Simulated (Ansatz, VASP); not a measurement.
**B: VASP beside Ansatz**

```
CELL_PARAMETERS angstrom
1.20266 -3.81508 0.00000
1.20266 3.81508 0.00000
0.00000 0.00000 3.18287
ATOMIC_POSITIONS crystal
B 0.09800 0.90200 0.91000
B 0.59800 0.40200 0.59000
B 0.90200 0.09800 0.09000
B 0.40200 0.59800 0.41000
```

Alike in both runs: task relaxation of cell and atoms; functional PBEsol; k mesh 8 × 8 × 6; occupations gaussian, width 0.1 eV; no spin polarisation.

```csv
,VASP,Ansatz
version,VASP 6.6.1,Ansatz 0.2.0
potentials or method,"VASP PAW PBE potentials, release 64 (B)","scalar-relativistic, plane waves, PAW"
plane-wave cutoff (eV),600,420
valence electrons in the cell,12,12
```

Ansatz gave:

- gap on the k mesh at the Fermi level, each at its own relaxed structure (eV): none
- relaxed volume (Å³/atom): 6.31
- relaxed cell length with the largest relative difference (Å): 3.030
- energy change over the relaxation (meV/atom): -1493

Question: What did VASP give for the same quantities?

Answer: gap on the k mesh at the Fermi level, each at its own relaxed structure (eV): none; relaxed volume (Å³/atom): 6.31; relaxed cell length with the largest relative difference (Å): 3.032; energy change over the relaxation (meV/atom): -1499.

A gap of «none» marks a metal or a gap that the smearing closes.

Caveats: the PAW data sets were made with another functional, which shifts forces and pressure a little (VASP).
